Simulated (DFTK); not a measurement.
The system is KCl (Sylvite).

```xyz
2
Lattice="0.0000 3.1465 3.1465 3.1465 0.0000 3.1465 3.1465 3.1465 0.0000" Properties=species:S:1:pos:R:3 pbc="T T T"
K     0.0000    0.0000    0.0000
Cl    3.1465    3.1465    3.1465
```

Base run:

| Quantity | Value |
| --- | --- |
| Program | DFTK 0.8.2 |
| Functional | PBEsol |
| Potentials or basis | dojo.nc.sr.pbesol.v0_4_1.standard.upf (PBEsol) |
| Cutoff | 1007 eV |
| k mesh | 7 × 7 × 7 |
| Occupations | fermi-dirac, width 0.05 eV |
| Spin | no spin polarisation |

Its results: band gap on the k mesh 5.03 eV, direct; pressure -0.4 GPa.

The run is repeated on the same cell with these changes: functional from PBEsol to PBE; potentials or basis from dojo.nc.sr.pbesol.v0_4_1.standard.upf (PBEsol) to SG15 1.2 (PBE); cutoff from 1007 eV to 952 eV. What comes out?

Band gap on the k mesh 5.19 eV, direct; pressure 0.7 GPa.

Caveats: an odd mesh through Γ misses points on the zone boundary, where band edges often lie (some runs).
